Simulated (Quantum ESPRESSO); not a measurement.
BAs: single point with PBEsol

The system is BAs.

```
As B
1.0
     0.00000    2.38850    2.38850
     2.38850    0.00000    2.38850
     2.38850    2.38850    0.00000
As B
1 1
Cartesian
  3.5827 3.5827 3.5827
  0.0000 0.0000 0.0000
```

- Program: Quantum ESPRESSO 7.5
- Task: single point
- Functional: PBEsol
- Potentials or basis: PseudoDojo 0.4.1 SR PBEsol standard
- Cutoff: 1143 eV
- Density cutoff: 4572 eV
- k mesh: 14 × 14 × 14
- Occupations: fixed
- Spin: no spin polarisation
- k mesh of the self-consistent run: 14 × 14 × 14

| Quantity | Value |
| --- | --- |
| Band gap on the k mesh, mean-field level | 1.11 eV, indirect (least direct gap 3.26 eV) |

Levels at points of the mesh, in eV from the valence-band top:
| k point | band 5 | band 6 | band 7 | band 8 | band 9 | band 10 | band 11 | band 12 | band 13 | band 14 |
| --- | --- | --- | --- | --- | --- | --- | --- | --- | --- | --- |
| (0.00, 0.00, 0.00) | -35.87 | -15.44 | 0.00 | 0.00 | 0.00 | 3.26 | 3.26 | 3.26 | 4.67 | 9.37 |
| (0.00, 0.00, -0.50) | -35.87 | -12.56 | -8.82 | -1.82 | -1.82 | 2.66 | 4.75 | 4.75 | 8.76 | 12.58 |
| (0.00, -0.50, -0.50) | -35.87 | -11.26 | -8.52 | -4.10 | -4.10 | 1.33 | 1.36 | 11.37 | 11.37 | 12.81 |

Run time: 110 s on 1 thread of Intel(R) Xeon(R) Platinum 8375C CPU @ 2.90GHz (Ice Lake) (shared host), peak memory 0.1 GiB.

A k mesh can miss the band edges. PBEsol gaps usually lie below the measured ones, often by a third to a half.
